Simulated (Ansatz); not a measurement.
# TaN: a normal mode against strain

How does the energy of TaN (P6_3/mmc, No. 194; 4 atoms in the cell) change over two coordinates at once? A grid of runs gives the map.

Method: DFT PBE, scalar-relativistic, plane waves, PAW, in Ansatz 0.2.0.

## 1. Starting point

Symmetry: P6_3/mmc, No. 194, hexagonal system. The conventional cell has a = 2.917 Å, b = 2.917 Å, c = 5.914 Å, α = 90.00°, β = 90.00°, γ = 120.00°. Ta (site symmetry -3m) is surrounded by 6 N at 2.24 Å. N (site symmetry -6m2) is surrounded by 6 Ta at 2.24 Å.

Coordinates:

```cif
data_structure
_symmetry_space_group_name_H-M 'P 1'
_symmetry_Int_Tables_number 1
_cell_length_a 2.9169
_cell_length_b 2.9169
_cell_length_c 5.9142
_cell_angle_alpha 90.000
_cell_angle_beta 90.000
_cell_angle_gamma 120.000
_cell_volume 43.58
loop_
_atom_site_label
_atom_site_type_symbol
_atom_site_fract_x
_atom_site_fract_y
_atom_site_fract_z
_atom_site_occupancy
Ta1 Ta 0.00000 0.00000 0.00000 1
Ta2 Ta 0.00000 0.00000 0.50000 1
N1 N 0.33333 0.66667 0.25000 1
N2 N 0.66667 0.33333 0.75000 1
```

It is the result of an earlier relaxation at this level (volume 10.89 Å³/atom; gap on the mesh: none (metal)).

## 2. Setting up the map

The energy is mapped over a normal mode and a strain (zone-centre modes of the cell shown) (x along [1 0 0], y along [1 2 0], z along [0 0 1] of the conventional cell).

- amplitude of mode 4 (142 cm⁻¹), largest displacement in the unstrained cell: 7 values from −0.15 to 0.15 Å
- equal normal strain along x and y: 7 values from −4.00 to 4.00 %

Nothing else is relaxed (the pattern is fixed in fractional coordinates). Energies count from the relaxed high-symmetry cell. Points are written as (first, second).

The modes come from a phonon run on the reference cell, made beforehand.

The patterns, per unit of each coordinate (Å):

| atom | x1 | y1 | z1 |
| --- | --- | --- | --- |
| Ta1 | 1.000 | 0.000 | 0.000 |
| Ta2 | -1.000 | 0.000 | 0.000 |
| N3 | 0.000 | 0.000 | 0.000 |
| N4 | 0.000 | 0.000 | 0.000 |

## 3. Grid point (−0.05 Å, 1.33 %)

File input.yaml:

```yaml
crystal:
  lattice:
    - [2.9556944426, 0.0, 0.0]
    - [-1.4778472213, 2.5597064731, 0.0]
    - [0.0, 0.0, 5.9142266377]
  atoms:
    - { symbol: Ta, position: [-0.0171414877, 0.0, 0.0] }
    - { symbol: Ta, position: [0.0171414877, 0.0, 0.5] }
    - { symbol: "N", position: [0.3333333333, 0.6666666667, 0.25] }
    - { symbol: "N", position: [0.6666666667, 0.3333333333, 0.75] }
basis:
  ecutwfc: 520.0
kpoints:
  mp_grid: { grid: [15, 15, 8] }
hamiltonian:
  xc: pbe
  pseudopotentials: { kind: paw, azcp: { folder: soft_1 } }
scf:
  occupations: { method: gaussian, width: 0.15 }
output:
  forces: true
  stress: true
  eigenvalues: true
```

Run with:

```
ansatz run input.yaml --threads 2 --pin off --max-ram 4096MiB --backend cpu --events-out ev --progress --plain --runs-dir out
```

The session goes on with these runs: the other points that were computed.

What does the calculation give? Wanted: lowest point; highest computed point; largest force on an atom.

As calculated:

| quantity | value |
| --- | --- |
| lowest point | (0.00 Å, 0.00 %), 0.000 eV |
| highest computed point | (−0.15 Å, −4.00 %), 0.727 eV above the lowest |
| largest force on an atom (eV/Å) | 0.00 at (0.00 Å, −4.00 %) to 2.31 at (−0.15 Å, −4.00 %); 0.00 at the lowest point |
| time for all points | 12 min on 2 threads, shared host |

In words: The lowest computed point is at (0.00 Å, 0.00 %), which is the relaxed high-symmetry cell itself. The grid shows no well of another kind. The highest computed point, (−0.15 Å, −4.00 %), lies 0.727 eV above the lowest. Round the minimum the two coordinates are nearly uncoupled. A rigid map gives upper bounds: relaxing the other coordinates can only lower a point. The runs treat Ta without spin-orbit coupling.
